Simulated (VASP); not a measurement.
A run of VASP 6.6.1:

Contents of INCAR:

```
PREC = Accurate ; ENCUT = 600
EDIFF = 1E-6 ; ISMEAR = 1
SIGMA = 0.1 ; LREAL = F
LASPH = T ; NELM = 80
ALGO = Normal ; ISIF = 3
LWAVE = F ; LCHARG = F
GGA = PS ; IBRION = 2
NSW = 90 ; EDIFFG = -0.01
```

KPOINTS

```
regular mesh
0
Gamma
  16 16 16
```

Contents of POSCAR:

```
Ir
1.0
    0.0000000000      1.9156000000      1.9156000000
    1.9156000000      0.0000000000      1.9156000000
    1.9156000000      1.9156000000      0.0000000000
Ir
1
Direct
    0.0000000000      0.0000000000      0.0000000000
```

Potentials or basis: VASP PAW PBE potentials, release 64 (Ir).

The run is started by

```bash
$ cat potpaw_PBE.64/Ir/POTCAR > POTCAR
$ mpirun -np 1 vasp_std > vasp.out
```

Hardware: 1 thread of Intel(R) Xeon(R) 6975P-C (Granite Rapids) (shared host).

Estimate the wall time of this run.

It took 20 s on 1 thread of Intel(R) Xeon(R) 6975P-C (Granite Rapids), on a shared host, peak memory 0.16 GiB. Counts: scf iterations 23, k points 145, ion steps 3.
